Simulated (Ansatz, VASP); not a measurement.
# Ca: VASP beside Ansatz

```
CELL_PARAMETERS angstrom
0.00000 2.76271 2.76271
2.76271 0.00000 2.76271
2.76271 2.76271 0.00000
ATOMIC_POSITIONS crystal
Ca 0.00000 0.00000 0.00000
```

Alike in both runs: task single point; functional PBE; k mesh 6 × 6 × 6; occupations fermi-dirac, width 0.1 eV; no spin polarisation.

|  | VASP | Ansatz |
| --- | --- | --- |
| version | VASP 6.6.1 | Ansatz 0.2.0 |
| potentials or method | VASP PAW PBE potentials, release 64 (Ca_sv) | plane waves (420 eV) with PAW, scalar-relativistic |
| plane-wave cutoff (eV) | 520 | 420 |
| valence electrons in the cell | 10 | 10 |

|  | VASP | Ansatz | Ansatz less VASP |
| --- | --- | --- | --- |
| pressure (GPa) | 0.0 | 0.0 | 0.00 |
